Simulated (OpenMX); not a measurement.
BN under changes of volume

One of the cells (9.146 Å³/atom); the others are scaled copies at fixed shape and fractional positions:

```xyz
4
Lattice="2.5148 0.0000 0.0000 -1.2574 2.1779 0.0000 0.0000 0.0000 6.6796" Properties=species:S:1:pos:R:3 pbc="T T T"
N     1.2574    0.7260    1.6699
N     0.0000    1.4519    5.0097
B     1.2574    0.7260    5.0097
B     0.0000    1.4519    1.6699
```

```yaml
Program: OpenMX 3.8.5
Functional: PBE
Potentials_or_basis: OpenMX 2013 PBE set, N6.0-s2p2d1, B7.0-s2p2d1, fixed grid of 27 × 27 × 80 points
k_mesh: 13 × 13 × 5
Occupations: fermi-dirac, width 0.05 eV
Spin: no spin polarisation
```

```tsv
volume (Å³/atom)	energy over the lowest point (meV/atom)	gap on the mesh (eV)
8.429	57.17	4.41
8.608	33.07	4.39
8.787	15.87	4.36
9.146	0.00	4.31
9.325	?	?
9.505	5.38	4.26
```

What does the run at 9.325 Å³/atom give?

Energy over the lowest point 0.25 meV/atom; gap on the mesh 4.28 eV.

Worked out: A Birch-Murnaghan fit of order 3 (a polynomial in V^(-2/3)) to the other rows has its minimum at 9.23 Å³/atom with B0 = V·E''(V) = 234 GPa and B' = 3.7 at fixed shape and positions, which overstates the stiffness. It gives 0.26 meV/atom at 9.325 Å³/atom, against the run's 0.25. A straight line through the other rows of the gap, of slope -1.27 eV per unit of ln V, gives 4.29 eV, against the run's 4.28.

Energies are extrapolated to zero smearing.

Caveats: an odd mesh through Γ misses points on the zone boundary, where band edges often lie; this functional lacks dispersion, which binds the layers, so the pressure and a relaxed spacing across them are unreliable; the basis of atomic orbitals isn't converged, which shifts pressures, moduli and gaps.
